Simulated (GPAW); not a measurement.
A run of GPAW 26.7.0 is set up as follows.

File run.py:

```python
from ase import Atoms
from ase.dft.bandgap import bandgap
from ase.io import write
from ase.units import GPa
from gpaw import GPAW, PW

atoms = Atoms(['Ta'],
              cell=[[-1.65128, 1.65128, 1.65128],
                    [1.65128, -1.65128, 1.65128],
                    [1.65128, 1.65128, -1.65128]],
              scaled_positions=[[0.0, 0.0, 0.0]],
              pbc=True)

calc = GPAW(mode=PW(450),
            xc='PBE',
            kpts={'size': (9, 9, 9), 'gamma': True},
            occupations={'name': 'fermi-dirac', 'width': 0.05},
            nbands=15,
            maxiter=120,
            txt='gpaw.txt')
atoms.calc = calc
energy = atoms.get_potential_energy()
forces = atoms.get_forces()
stress = atoms.get_stress()
calc.write('gs.gpw')
write('result.traj', atoms)
print(f'Energy: {energy:.6f} eV')
print('Forces (eV/A):')
print(forces.round(4))
print('Stress (GPa):', (stress / GPa).round(3))
print('Fermi level:', round(calc.get_fermi_level(), 4), 'eV')
print(f'Gap: {bandgap(calc)[0]:.4f} eV, direct: {bandgap(calc, direct=True)[0]:.4f} eV')
```

Potentials or basis: GPAW PAW data sets (gpaw-data 1.2.1), pw.

The run is started by

```bash
$ OMP_NUM_THREADS=1 python run.py
```

Problem. Estimate the pressure.

Solution. 3.3 GPa.

Problem. Predict the band gap on the k mesh.

Solution. None (metal or under the smearing width).

Caveat: the cutoff is short for stress and forces, so pressures can be off by a GPa or more. The run has no spin-orbit coupling, so splittings on Ta are missing.
